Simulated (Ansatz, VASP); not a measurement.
# One calculation of SiC, two programs

File POSCAR:

```
SiC
1.0
    3.1683992684      0.0000000000      0.0000000000
   -1.5841996342      2.7439142558      0.0000000000
    0.0000000000      0.0000000000      4.9815654535
Si C
2 2
Direct
    0.3333333333      0.6666666667      0.2500000000
    0.6666666667      0.3333333333      0.7500000000
    0.6666666667      0.3333333333      0.2500000000
    0.3333333333      0.6666666667      0.7500000000
```

INCAR.step1

```
PREC = Accurate
ENCUT = 520
ISMEAR = -1
SIGMA = 0.02
LREAL = False
LASPH = True
NELM = 80
NBANDS = 16
GGA = PE
ALGO = Normal
EDIFF = 1E-4
LWAVE = True
LCHARG = False
```

The input INCAR.step2:

```
PREC = Accurate
ENCUT = 520
EDIFF = 1E-6
ISMEAR = -1
SIGMA = 0.02
LREAL = False
LASPH = True
NELM = 80
ALGO = Normal
ISIF = 2
LWAVE = False
LCHARG = False
METAGGA = R2SCAN
LMIXTAU = True
NBANDS = 16
ISTART = 1
```

The input KPOINTS:

```
Automatic mesh
0
Gamma
  9 9 4
```

Input for Ansatz:

```yaml
crystal:
  lattice:
    - [3.1683992684, 0.0, 0.0]
    - [-1.5841996342, 2.7439142558, 0.0]
    - [0.0, 0.0, 4.9815654535]
  atoms:
    - { symbol: Si, position: [0.3333333333, 0.6666666667, 0.25] }
    - { symbol: Si, position: [0.6666666667, 0.3333333333, 0.75] }
    - { symbol: C, position: [0.6666666667, 0.3333333333, 0.25] }
    - { symbol: C, position: [0.3333333333, 0.6666666667, 0.75] }
kpoints:
  mp_grid: { grid: [9, 9, 4] }
hamiltonian:
  xc: r2scan
scf:
  occupations: { method: fermi_dirac, width: 0.02 }
  n_extra_bands: 5
output:
  forces: true
  stress: true
  eigenvalues: true
```

Alike in both runs: task single point; functional r2SCAN; k mesh 9 × 9 × 4; occupations fermi-dirac, width 0.02 eV; no spin polarisation.

|  | VASP | Ansatz |
| --- | --- | --- |
| version | VASP 6.6.1 | Ansatz 0.2.0 |
| potentials or method | VASP PAW PBE potentials, release 64 (Si, C) | plane waves, PAW |
| plane-wave cutoff (eV) | 520 | 500 |
| valence electrons in the cell | 16 | 16 |

Ansatz gave:

```
pressure (GPa)                                  : -6.2
largest component of the traceless stress (GPa) : 3.91
```

**Question.** What did VASP give for the same quantities?

**Answer.** Pressure (GPa): -6.4; largest component of the traceless stress (GPa): 4.20.

With one functional, cell and mesh, what is left measures potentials, basis and numerics.

Caveats: the PAW data sets were made with another functional, which shifts forces and pressure a little (VASP); an odd mesh through Γ misses points on the zone boundary, where band edges often lie.
